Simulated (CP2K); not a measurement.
InAs:

```xyz
2
Lattice="4.2681 0.0000 0.0000 2.1340 3.6963 0.0000 2.1340 1.2321 3.4849" Properties=species:S:1:pos:R:3 pbc="T T T"
In    0.0000    0.0000    0.0000
As    6.4021    3.6963    2.6137
```

Base run:

* Program: CP2K 2026.2
* Functional: PBE
* Potentials or basis: POTENTIAL_UZH In GTH-PBE-q13, As GTH-PBE-q5; TZVP-MOLOPT-PBE-GTH basis
* Density cutoff: 6123 eV
* k mesh: 8 × 8 × 8
* Occupations: gaussian, width 0.1 eV
* Spin: no spin polarisation

Its results: band gap on the k mesh none (metal or under the smearing width); pressure 4.8 GPa.

Question: The run is repeated on the same cell with these changes: functional from PBE to PBEsol; occupations from gaussian, width 0.1 eV to gaussian, width 0.05 eV. What comes out?

Answer: Band gap on the k mesh none (metal or under the smearing width); pressure 2.8 GPa.

Caveats: the basis of atomic orbitals isn't converged, which shifts pressures, moduli and gaps; the potentials were made for another functional, which shifts forces and pressure (some runs).
